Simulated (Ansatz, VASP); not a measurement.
# Two plane-wave programs on WC

Contents of INCAR:

```
PREC = Accurate
ENCUT = 520
EDIFF = 1E-7
ISMEAR = 0
SIGMA = 0.1
LREAL = F
LASPH = T
NELM = 100
ALGO = Normal
ISIF = 2
LWAVE = F
LCHARG = F
GGA = PS
NBANDS = 16
```

Contents of KPOINTS:

```
regular mesh
0
Gamma
  24 24 18
```

File POSCAR:

```
WC
1.0
    2.8984787829      0.0000000000      0.0000000000
   -1.4492393914      2.5101562583      0.0000000000
    0.0000000000      0.0000000000      2.9550059137
W C
1 1
Direct
    0.0000000000      0.0000000000      0.0000000000
    0.6666666667      0.3333333333      0.5000000000
```

Input for Ansatz:

```yaml
crystal:
  lattice:
    - [2.8984787829, 0.0, 0.0]
    - [-1.4492393914, 2.5101562583, 0.0]
    - [0.0, 0.0, 2.9550059137]
  atoms:
    - { symbol: W, position: [0.0, 0.0, 0.0] }
    - { symbol: C, position: [0.6666666667, 0.3333333333, 0.5] }
basis:
  ecutwfc: 420
kpoints:
  mp_grid: { grid: [24, 24, 18] }
hamiltonian:
  xc: pbesol
scf:
  occupations: { method: gaussian, width: 0.1 }
output:
  forces: true
  stress: true
  eigenvalues: true
```

Change from the starting cell: strain along c alone, the other axes held, atoms relaxed: +4.5 %.

Alike in both runs: task single point; functional PBEsol; k mesh 24 × 24 × 18; occupations gaussian, width 0.1 eV; no spin polarisation.

|  | VASP | Ansatz |
| --- | --- | --- |
| version | VASP 6.6.1 | Ansatz 0.2.0 |
| potentials or method | VASP PAW PBE potentials, release 64 (W_sv, C) | scalar-relativistic, plane waves, PAW |
| plane-wave cutoff (eV) | 520 | 420 |
| valence electrons in the cell | 18 | 18 |

```csv
,VASP,Ansatz,Ansatz less VASP
gap on the k mesh at the Fermi level (eV),none,none,-
pressure (GPa),-16.6,-17.6,-1.03
largest component of the traceless stress (GPa),20.93,21.07,+0.139
```

A gap of «none» marks a metal or a gap that the smearing closes.

Caveats: so large a pressure means that the cell lies far from this level's equilibrium, or that cutoff or potentials fall short (VASP); the potentials were made for another functional, which shifts forces and pressure (VASP). Spin-orbit coupling is left out, which matters for the levels of W.
